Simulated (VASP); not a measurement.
Crystal: EuO.

```
CELL_PARAMETERS angstrom
0.00000 2.57195 2.57195
2.57195 0.00000 2.57195
2.57195 2.57195 0.00000
ATOMIC_POSITIONS crystal
Eu 0.50000 0.50000 0.50000
O 0.00000 0.00000 0.00000
```

The cell was built by a generator and isn't the measured one.

Base run:

```yaml
Program: VASP 6.6.1
Functional: PBE
Potentials_or_basis: VASP PAW PBE potentials, release 64 (Eu, O)
Cutoff: 520 eV
k_mesh: 6 × 6 × 6
Occupations: gaussian, width 0.05 eV
Spin: collinear spin, ferromagnetic start
Starting_moments: "[7.0, 0.0] μB"
Hubbard_terms: Eu f U = 2 eV
```

Its results: band gap on the k mesh none (metal or under the smearing width); pressure -2.4 GPa; net moment 7.00 μB per cell; site moments Eu +6.65; O -0.10 μB.

Question: The run is repeated on the same cell with these changes: hubbard terms from Eu f U = 2 eV to Eu f U = 7 eV; further incar settings from ALGO = Normal; EDIFF = 1e-07 to ALGO = Normal; EDIFF = 1e-06. What comes out?

Answer: Band gap on the k mesh 0.27 eV, indirect (least direct gap 0.45 eV); pressure 2.0 GPa; net moment 7.00 μB per cell; site moments Eu +6.74; O -0.09 μB.

Caveats: spin-orbit coupling is left out, which moves the levels of the heavy elements; a cell with one magnetic atom can't hold antiferromagnetic order, which such compounds often take.

A k mesh can miss the band edges.
